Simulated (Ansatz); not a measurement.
**Converging the field response of a AgBr (001) film**

Which settings does the induced dipole of a AgBr (001) film need, and which can be cut?

Calculated with Ansatz 0.2.0; plane-wave DFT, PBE, Ansatz PAW, in the first sound run; inputs show where later runs differ.

Report form: the programs' logs are mostly left out.

### 1. The starting structure

The cell holds 10 atoms: 5 Ag and 5 Br. Cell: a = 4.080 Å, b = 4.080 Å, c = 29.540 Å, α = 90.0°, β = 90.0°, γ = 90.0°. It derives from AgBr (rocksalt AgBr). Vacuum lies along c.

### 2. Single point, setting first choice

The first choice: the default cutoff of 420 eV, a 6×6×1 mesh, 18 Å of vacuum, 0.1 V/Å and a tight threshold. Each later run changes one input against this one; other functionals and files bring their own cutoffs.

Input file input.yaml:

```yaml
crystal:
  lattice:
    - [4.08000613, 0.0, 0.0]
    - [0.0, 4.08000613, 0.0]
    - [0.0, 0.0, 29.54]
  atoms:
    - { symbol: Ag, position: [0.5, 0.5, 0.3046716317] }
    - { symbol: Br, position: [0.0, 0.0, 0.3046716317] }
    - { symbol: Ag, position: [0.0, 0.0, 0.4023358158] }
    - { symbol: Br, position: [0.5, 0.5, 0.4023358158] }
    - { symbol: Ag, position: [0.5, 0.5, 0.5] }
    - { symbol: Br, position: [0.0, 0.0, 0.5] }
    - { symbol: Ag, position: [0.0, 0.0, 0.5976641842] }
    - { symbol: Br, position: [0.5, 0.5, 0.5976641842] }
    - { symbol: Ag, position: [0.5, 0.5, 0.6953283683] }
    - { symbol: Br, position: [0.0, 0.0, 0.6953283683] }
kpoints:
  mp_grid: { grid: [6, 6, 1] }
hamiltonian:
  xc: pbe
scf:
  occupations: { method: fixed }
  convergence: { dr2_threshold: 1.0e-10 }
efield:
  axis: 3
  dipole_correction: true
  ramp_position: 0.97
  ramp_width: 0.06
  amplitude: 0.1
output:
  write_potential: true
  write_density: true
  volumetric_format: npy
```

Launch:

```
$ ansatz run input.yaml --threads 4 --pin off --max-ram 6144MiB --backend cpu --events-out ev --progress --plain --runs-dir out
```

Wall time 13 s (4 threads of Intel Xeon Platinum 8488C (Sapphire Rapids), shared host); peak memory 1.2 GiB; 36 s of CPU time.

Numbers from this step:

- gap on the k-mesh: 0.6773 eV
- dipole along the normal: 0.1116 e·Å
- equivalent conductor thickness p/(ε₀AE): 12.13 Å

Running mean over 2.885 Å of the planar mean, with the applied field; the ramp of the sawtooth is left out. Table of electron's electrostatic potential energy less the highest filled level by z:

z (Å), electron's electrostatic potential energy less the highest filled level (eV) and a bar from the least value:
```
      3.5       4.54 ##########################
      4.0       4.59 ###########################
      4.5       4.64 ###########################
      5.0       4.68 ###########################
      5.5       4.72 ###########################
      6.0       4.72 ###########################
      6.5       4.57 ###########################
      7.0       3.63 #######################
      7.5       1.13 ###############
      8.0      -1.60 #####
      8.5      -2.88 #
      9.0      -3.13 
      9.5      -3.13 
     10.0      -3.11 
     10.5      -3.07 
     11.0      -3.03 
     11.5      -3.00 
     12.0      -2.99 
     12.5      -2.98 #
     13.0      -2.98 #
     13.5      -2.97 #
     14.0      -2.97 #
     14.5      -2.96 #
     15.0      -2.95 #
     15.5      -2.94 #
     16.0      -2.93 #
     16.5      -2.92 #
     17.0      -2.91 #
     17.5      -2.90 #
     18.0      -2.89 #
     18.5      -2.90 #
     19.0      -2.92 #
     19.5      -2.95 #
     20.0      -2.96 #
     20.5      -2.94 #
     21.0      -2.71 #
     21.5      -1.51 ######
     22.0       1.20 ###############
     22.5       3.85 ########################
     23.0       4.98 ############################
     23.5       5.26 #############################
     24.0       5.36 #############################
     24.5       5.42 #############################
     25.0       5.47 ##############################
     25.5       5.52 ##############################
     26.0       5.57 ##############################
```

The dipole corresponds to a conductor 12.130 Å thick.

### 3. Run, box 29.5 Å

input.yaml, as its differences from that of step 2:

```diff
@@ -29,2 +29,4 @@
   amplitude: 0.1
+basis:
+  ecutwfc: "250 eV"
 output:
```

Run time: 4.2 s. Hardware: 4 threads; peak memory 0.75 GiB.

The dipole corresponds to a conductor 12.067 Å thick, -0.52 % from the first choice, at 0.44 times its CPU time.

### 4. Run, box 29.5 Å (run 2)

input.yaml, as its differences from that of step 3:

```diff
@@ -30,3 +30,3 @@
 basis:
-  ecutwfc: "250 eV"
+  ecutwfc: "330 eV"
 output:
```

The job ended after 6.5 s (4 threads; peak memory 0.94 GiB; 25 s of CPU time).

The dipole corresponds to a conductor 12.127 Å thick, -0.02 % from the first choice, at 0.69 times its CPU time.

### 5. Run, box 29.5 Å (run 3)

input.yaml, as its differences from that of step 4:

```diff
@@ -30,3 +30,3 @@
 basis:
-  ecutwfc: "330 eV"
+  ecutwfc: "600 eV"
 output:
```

Elapsed: 15 s, on 4 threads; peak memory 1.9 GiB.

The dipole corresponds to a conductor 12.130 Å thick, -0.00 % from the first choice, at 1.6 times its CPU time.

### 6. Run, box 29.5 Å (run 4)

input.yaml, as its differences from that of step 5:

```diff
@@ -17,3 +17,3 @@
 kpoints:
-  mp_grid: { grid: [6, 6, 1] }
+  mp_grid: { grid: [1, 1, 1] }
 hamiltonian:
@@ -29,4 +29,2 @@
   amplitude: 0.1
-basis:
-  ecutwfc: "600 eV"
 output:
```

Run time: 1.4 s. Hardware: 4 threads; peak memory 0.52 GiB; 4.1 s of CPU time.

The dipole corresponds to a conductor 13.116 Å thick, +8.13 % from the first choice, at 0.11 times its CPU time.

### 7. Single point, box 29.5 Å

input.yaml, as its differences from that of step 6:

```diff
@@ -17,3 +17,3 @@
 kpoints:
-  mp_grid: { grid: [1, 1, 1] }
+  mp_grid: { grid: [2, 2, 1] }
 hamiltonian:
```

Elapsed: 2.3 s, on 4 threads; peak memory 0.85 GiB; 8.2 s of CPU time.

The dipole corresponds to a conductor 12.382 Å thick, +2.08 % from the first choice, at 0.23 times its CPU time.

### 8. Single point, box 29.5 Å (run 2)

input.yaml, as its differences from that of step 7:

```diff
@@ -17,3 +17,3 @@
 kpoints:
-  mp_grid: { grid: [2, 2, 1] }
+  mp_grid: { grid: [3, 3, 1] }
 hamiltonian:
```

The job ended after 3.5 s (4 threads; peak memory 0.84 GiB; 13 s of CPU time).

The dipole corresponds to a conductor 12.167 Å thick, +0.31 % from the first choice, at 0.35 times its CPU time.

### 9. Run, box 29.5 Å (run 5)

input.yaml, as its differences from that of step 8:

```diff
@@ -17,3 +17,3 @@
 kpoints:
-  mp_grid: { grid: [3, 3, 1] }
+  mp_grid: { grid: [12, 12, 1] }
 hamiltonian:
```

Run time: 27 s. Hardware: 4 threads; peak memory 1.8 GiB.

The dipole corresponds to a conductor 12.131 Å thick, +0.01 % from the first choice, at 2.8 times its CPU time.

### 10. Run, box 21.5 Å

The cell differs from the one that the last finished run ended in (c 29.540 → 21.540 Å).

input.yaml, the sections that differ from step 9:

```yaml
crystal:
  lattice:
    - [4.08000613, 0.0, 0.0]
    - [0.0, 4.08000613, 0.0]
    - [0.0, 0.0, 21.54]
  atoms:
    - { symbol: Ag, position: [0.5, 0.5, 0.2321262767] }
    - { symbol: Br, position: [0.0, 0.0, 0.2321262767] }
    - { symbol: Ag, position: [0.0, 0.0, 0.3660631383] }
    - { symbol: Br, position: [0.5, 0.5, 0.3660631383] }
    - { symbol: Ag, position: [0.5, 0.5, 0.5] }
    - { symbol: Br, position: [0.0, 0.0, 0.5] }
    - { symbol: Ag, position: [0.0, 0.0, 0.6339368617] }
    - { symbol: Br, position: [0.5, 0.5, 0.6339368617] }
    - { symbol: Ag, position: [0.5, 0.5, 0.7678737233] }
    - { symbol: Br, position: [0.0, 0.0, 0.7678737233] }
kpoints:
  mp_grid: { grid: [6, 6, 1] }
# hamiltonian, scf, efield, output: as in step 9
```

It took 6.8 s on 4 threads; peak memory 0.97 GiB.

The dipole corresponds to a conductor 12.124 Å thick, -0.05 % from the first choice, at 0.71 times its CPU time.

### 11. Single point, box 25.5 Å

The cell differs from the one that the last finished run ended in (c 21.540 → 25.540 Å).

input.yaml, the sections that differ from step 10:

```yaml
crystal:
  lattice:
    - [4.08000613, 0.0, 0.0]
    - [0.0, 4.08000613, 0.0]
    - [0.0, 0.0, 25.54]
  atoms:
    - { symbol: Ag, position: [0.5, 0.5, 0.2740798747] }
    - { symbol: Br, position: [0.0, 0.0, 0.2740798747] }
    - { symbol: Ag, position: [0.0, 0.0, 0.3870399374] }
    - { symbol: Br, position: [0.5, 0.5, 0.3870399374] }
    - { symbol: Ag, position: [0.5, 0.5, 0.5] }
    - { symbol: Br, position: [0.0, 0.0, 0.5] }
    - { symbol: Ag, position: [0.0, 0.0, 0.6129600626] }
    - { symbol: Br, position: [0.5, 0.5, 0.6129600626] }
    - { symbol: Ag, position: [0.5, 0.5, 0.7259201253] }
    - { symbol: Br, position: [0.0, 0.0, 0.7259201253] }
# kpoints, hamiltonian, scf, efield, output: as in step 10
```

Run time: 7.8 s. Hardware: 4 threads; peak memory 1.1 GiB; 30 s of CPU time.

The dipole corresponds to a conductor 12.130 Å thick, +0.00 % from the first choice, at 0.83 times its CPU time.

### 12. Run, box 37.5 Å

The cell differs from the one that the last finished run ended in (c 25.540 → 37.540 Å).

input.yaml, the sections that differ from step 11:

```yaml
crystal:
  lattice:
    - [4.08000613, 0.0, 0.0]
    - [0.0, 4.08000613, 0.0]
    - [0.0, 0.0, 37.54]
  atoms:
    - { symbol: Ag, position: [0.5, 0.5, 0.3462972829] }
    - { symbol: Br, position: [0.0, 0.0, 0.3462972829] }
    - { symbol: Ag, position: [0.0, 0.0, 0.4231486414] }
    - { symbol: Br, position: [0.5, 0.5, 0.4231486414] }
    - { symbol: Ag, position: [0.5, 0.5, 0.5] }
    - { symbol: Br, position: [0.0, 0.0, 0.5] }
    - { symbol: Ag, position: [0.0, 0.0, 0.5768513586] }
    - { symbol: Br, position: [0.5, 0.5, 0.5768513586] }
    - { symbol: Ag, position: [0.5, 0.5, 0.6537027171] }
    - { symbol: Br, position: [0.0, 0.0, 0.6537027171] }
# kpoints, hamiltonian, scf, efield, output: as in step 11
```

Run time: 12 s. Hardware: 4 threads; peak memory 1.5 GiB; 45 s of CPU time.

The dipole corresponds to a conductor 12.130 Å thick, +0.00 % from the first choice, at 1.2 times its CPU time.

### 13. Single point, box 29.5 Å (run 3)

input.yaml, the sections that differ from step 12:

```yaml
crystal:
  lattice:
    - [4.08000613, 0.0, 0.0]
    - [0.0, 4.08000613, 0.0]
    - [0.0, 0.0, 29.54]
  atoms:
    - { symbol: Ag, position: [0.5, 0.5, 0.3046716317] }
    - { symbol: Br, position: [0.0, 0.0, 0.3046716317] }
    - { symbol: Ag, position: [0.0, 0.0, 0.4023358158] }
    - { symbol: Br, position: [0.5, 0.5, 0.4023358158] }
    - { symbol: Ag, position: [0.5, 0.5, 0.5] }
    - { symbol: Br, position: [0.0, 0.0, 0.5] }
    - { symbol: Ag, position: [0.0, 0.0, 0.5976641842] }
    - { symbol: Br, position: [0.5, 0.5, 0.5976641842] }
    - { symbol: Ag, position: [0.5, 0.5, 0.6953283683] }
    - { symbol: Br, position: [0.0, 0.0, 0.6953283683] }
efield:
  axis: 3
  dipole_correction: true
  ramp_position: 0.97
  ramp_width: 0.06
  amplitude: 0.005
# kpoints, hamiltonian, scf, output: as in step 12
```

The job ended after 8.7 s (4 threads; peak memory 1.2 GiB; 33 s of CPU time).

The dipole corresponds to a conductor 12.129 Å thick, -0.01 % from the first choice, at 0.93 times its CPU time.

### 14. Single point, box 29.5 Å (run 4)

input.yaml, as its differences from that of step 13:

```diff
@@ -28,3 +28,3 @@
   ramp_width: 0.06
-  amplitude: 0.005
+  amplitude: 0.03
 output:
```

Elapsed: 8.8 s, on 4 threads; peak memory 1.2 GiB; 34 s of CPU time.

The dipole corresponds to a conductor 12.129 Å thick, -0.01 % from the first choice, at 0.94 times its CPU time.

### 15. Single point, box 29.5 Å (run 5)

input.yaml, as its differences from that of step 14:

```diff
@@ -28,3 +28,3 @@
   ramp_width: 0.06
-  amplitude: 0.03
+  amplitude: 0.3
 output:
```

The job ended after 9.2 s (4 threads; peak memory 1.2 GiB).

The dipole corresponds to a conductor 12.135 Å thick, +0.04 % from the first choice, at 0.98 times its CPU time.

### 16. Run, box 29.5 Å (run 6)

input.yaml, as its differences from that of step 15:

```diff
@@ -22,3 +22,3 @@
   occupations: { method: fixed }
-  convergence: { dr2_threshold: 1.0e-10 }
+  convergence: { dr2_threshold: 0.0001 }
 efield:
@@ -28,3 +28,3 @@
   ramp_width: 0.06
-  amplitude: 0.3
+  amplitude: 0.1
 output:
```

Wall time 7.5 s (4 threads); peak memory 1.2 GiB.

The dipole corresponds to a conductor 12.140 Å thick, +0.09 % from the first choice, at 0.80 times its CPU time.

### 17. Run, box 29.5 Å (run 7)

input.yaml, as its differences from that of step 16:

```diff
@@ -22,3 +22,3 @@
   occupations: { method: fixed }
-  convergence: { dr2_threshold: 0.0001 }
+  convergence: { dr2_threshold: 1.0e-06 }
 efield:
```

Wall time 8 s (4 threads); peak memory 1.2 GiB; 31 s of CPU time.

The dipole corresponds to a conductor 12.116 Å thick, -0.12 % from the first choice, at 0.86 times its CPU time.

### 18. Single point, box 29.5 Å (run 6)

input.yaml, as its differences from that of step 17:

```diff
@@ -22,3 +22,3 @@
   occupations: { method: fixed }
-  convergence: { dr2_threshold: 1.0e-06 }
+  convergence: { dr2_threshold: 1.0e-08 }
 efield:
```

The job ended after 8.1 s (4 threads; peak memory 1.2 GiB; 31 s of CPU time).

The dipole corresponds to a conductor 12.130 Å thick, +0.00 % from the first choice, at 0.87 times its CPU time.

### 19. Single point, box 29.5 Å (run 7)

This step: plane-wave DFT, LDA, Ansatz PAW (Ansatz 0.2.0).

input.yaml, as its differences from that of step 18:

```diff
@@ -19,6 +19,6 @@
 hamiltonian:
-  xc: pbe
+  xc: lda
 scf:
   occupations: { method: fixed }
-  convergence: { dr2_threshold: 1.0e-08 }
+  convergence: { dr2_threshold: 1.0e-10 }
 efield:
```

It took 8.8 s on 4 threads; peak memory 1.2 GiB.

The dipole corresponds to a conductor 12.260 Å thick, +1.07 % from the first choice, at 0.94 times its CPU time.

### 20. Run, box 29.5 Å (run 8)

This step: plane-wave DFT, r2SCAN, Ansatz PAW (Ansatz 0.2.0).

input.yaml, as its differences from that of step 19:

```diff
@@ -19,3 +19,3 @@
 hamiltonian:
-  xc: lda
+  xc: r2scan
 scf:
```

Wall time 18 s (4 threads); peak memory 2.1 GiB; 72 s of CPU time.

The dipole corresponds to a conductor 11.785 Å thick, -2.84 % from the first choice, at 2.0 times its CPU time.

### 21. Single point, box 29.5 Å (run 8)

This step: plane-wave DFT, PBE, norm-conserving (Ansatz 0.2.0).

input.yaml, as its differences from that of step 20:

```diff
@@ -19,3 +19,4 @@
 hamiltonian:
-  xc: r2scan
+  xc: pbe
+  pseudopotentials: { kind: nc }
 scf:
```

Elapsed: 31 s, on 4 threads; peak memory 3.1 GiB; 2 min of CPU time.

The dipole corresponds to a conductor 12.130 Å thick, +0.00 % from the first choice, at 3.3 times its CPU time.

### 22. Single point, box 29.5 Å (run 9)

This step: plane-wave DFT, PBE, JTH PAW (Ansatz 0.2.0).

input.yaml, as its differences from that of step 21:

```diff
@@ -20,3 +20,3 @@
   xc: pbe
-  pseudopotentials: { kind: nc }
+  pseudopotentials: { kind: paw, source: jth }
 scf:
```

It took 39 s on 4 threads; peak memory 4.7 GiB; 2.5 min of CPU time.

The dipole corresponds to a conductor 12.115 Å thick, -0.12 % from the first choice, at 4.2 times its CPU time.

### 23. Side by side

Times are for 4 threads of Intel Xeon Platinum 8488C (Sapphire Rapids), shared host. The runs compared:

| no. | setting | equivalent conductor thickness p/(ε₀AE) (Å) | time | memory (GiB) |
| --- | --- | --- | --- | --- |
| 1 | first choice | 12.13 | 13 s | 1.2 |
| 2 | cutoff 250 eV | 12.07 | 4.2 s | 0.75 |
| 3 | cutoff 330 eV | 12.13 | 6.5 s | 0.94 |
| 4 | cutoff 600 eV | 12.13 | 15 s | 1.9 |
| 5 | mesh 1x1 | 13.12 | 1.4 s | 0.52 |
| 6 | mesh 2x2 | 12.38 | 2.3 s | 0.85 |
| 7 | mesh 3x3 | 12.17 | 3.5 s | 0.84 |
| 8 | mesh 12x12 | 12.13 | 27 s | 1.8 |
| 9 | vacuum 10 Å | 12.12 | 6.8 s | 0.97 |
| 10 | vacuum 14 Å | 12.13 | 7.8 s | 1.1 |
| 11 | vacuum 26 Å | 12.13 | 12 s | 1.5 |
| 12 | field 0.005 V/Å | 12.13 | 8.7 s | 1.2 |
| 13 | field 0.03 V/Å | 12.13 | 8.8 s | 1.2 |
| 14 | field 0.3 V/Å | 12.14 | 9.2 s | 1.2 |
| 15 | SCF threshold 1e-04 eV | 12.14 | 7.5 s | 1.2 |
| 16 | SCF threshold 1e-06 eV | 12.12 | 8 s | 1.2 |
| 17 | SCF threshold 1e-08 eV | 12.13 | 8.1 s | 1.2 |
| 18 | LDA, Ansatz PAW (420 eV) | 12.26 | 8.8 s | 1.2 |
| 19 | r2SCAN, Ansatz PAW (500 eV) | 11.79 | 18 s | 2.1 |
| 20 | PBE, norm-conserving (960 eV) | 12.13 | 31 s | 3.1 |
| 21 | PBE, JTH PAW (1380 eV) | 12.12 | 39 s | 4.7 |

### 24. Results

```yaml
equivalent_conductor_thickness_first_choice: 12.13 Å
equivalent_conductor_thickness_cutoff_600_ev: 12.13 Å
equivalent_conductor_thickness_mesh_1x1: 13.12 Å
equivalent_conductor_thickness_mesh_2x2: 12.38 Å
equivalent_conductor_thickness_vacuum_26_a: 12.13 Å
equivalent_conductor_thickness_lda_ansatz_paw_420_ev: 12.26 Å
equivalent_conductor_thickness_r2scan_ansatz_paw_500_ev: 11.79 Å
```

In words: The first choice gives 12.13 Å. Numerical settings off by more than 1 % against it: mesh 1x1 (+8.1 %) and mesh 2x2 (+2.1 %). The cheapest single change that stays within 0.5 % is mesh 3x3, at 35 % of the CPU time. Functionals and files move it by +1.1 % (LDA, Ansatz PAW (420 eV)), -2.8 % (r2SCAN, Ansatz PAW (500 eV)), under 0.1 % (PBE, norm-conserving (960 eV)) and -0.1 % (PBE, JTH PAW (1380 eV)). The film is symmetric and its atoms are held, so the dipole is the electronic response to the field alone. Times of a few seconds on a shared host rank the settings only roughly. In 1 run of the series (vacuum 10 Å) the program warns that electrons reach the sawtooth's ramp, which makes dipole and work function less sure.

[Logs are printed without paths, hosts, clocks, repeated set-up lines and the standing remarks that a program may print on its own settings, such as how far it seeks lower states.]

[Hosts, paths, dates, database ids (printed as entryN), source tags and the programs' standing remarks are cut or masked in the printed files.]

[Maps of the electrostatic potential energy from Ansatz leave out the sawtooth potential of an applied field or a dipole correction, so their vacuum need not be flat; planar profiles and work functions include it.]
